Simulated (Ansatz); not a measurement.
# BeS: strong compression

The task here is to estimate one member of a computed series from the others.

Program: Ansatz 0.2.0. Level of theory: DFT LDA, with the methods named in each step. These are calculated values, not measurements.

1 further run of the same task is left out (set aside as unsound or not needed). Runs told in other sessions of the task aren't counted.

**The starting structure**

It takes space group Fm-3m (No. 225, cubic). Conventional cell: a = 4.309 Å, b = 4.309 Å, c = 4.309 Å, α = 90.00°, β = 90.00°, γ = 90.00°. Be (site symmetry m-3m) is surrounded by 6 S at 2.15 Å. S (site symmetry m-3m) is surrounded by 6 Be at 2.15 Å.

Coordinates:

```
CELL_PARAMETERS angstrom
0.00000 2.15443 2.15443
2.15443 0.00000 2.15443
2.15443 2.15443 0.00000
ATOMIC_POSITIONS crystal
Be 0.00000 0.00000 0.00000
S 0.50000 0.50000 0.50000
```

Whether this phase is the stable one at these pressures isn't tested.

Atoms are numbered in the order of the input: Be1, S2.

Set-up of the first run:

input.yaml

```yaml
crystal:
  lattice:
    - [0.0, 2.15443469, 2.15443469]
    - [2.15443469, 0.0, 2.15443469]
    - [2.15443469, 2.15443469, 0.0]
  atoms:
    - { symbol: Be, position: [0.0, 0.0, 0.0] }
    - { symbol: S, position: [0.5, 0.5, 0.5] }
kpoints:
  mp_grid: { grid: [17, 17, 17] }
scf:
  occupations: { method: fermi_dirac, width: 0.08 }
hamiltonian:
  xc: lda
  pseudopotentials: { kind: paw }
output:
  forces: true
  stress: true
  write_density: true
  write_potential: true
  elf: true
  volumetric_format: npy
relax:
  f_tol: 0.005
  max_steps: 40
  cell: {}
```

The run is started by

```
> ansatz run input.yaml --threads 1 --pin off --max-ram 2048MiB --backend cpu --events-out ev --progress --plain --runs-dir out
```

Among the steps run: Cell relaxed at zero pressure, PAW; Volume scaled by 1, PAW; Volume scaled by 0.9, PAW; Volume scaled by 0.8, PAW; Volume scaled by 0.7, PAW; Volume scaled by 0.6, PAW; Volume scaled by 0.5, PAW; Volume scaled by 0.4, PAW; Volume scaled by 0.4, PAW (level accurate).

One of the session's tables, all rows but one given; the rest of the session is left out.

```
              method  volume over the first  volume (Å³/atom)  pressure (GPa)
                 PAW                      1            11.819            0.00
                 PAW                    0.9            10.637           15.28
                 PAW                    0.8             9.455           40.33
                 PAW                    0.7                 ?               ?
                 PAW                    0.6             7.091          156.25
                 PAW                    0.5             5.909          288.42
                 PAW                    0.4             4.728          541.64
PAW (level accurate)                    0.4             4.728          542.88
```

**Question.** Estimate the row for PAW, 0.7.

The run gave: volume (Å³/atom): 8.273; pressure (GPa): 82.48. In the column «volume (Å³/atom)» it lies between PAW, 0.6 (7.091) and PAW, 0.8 (9.455).

Caveats from the session: At pressures up to 543 GPa the PAW spheres may overlap and frozen cores may not hold, so those PAW values are rough without an all-electron check.
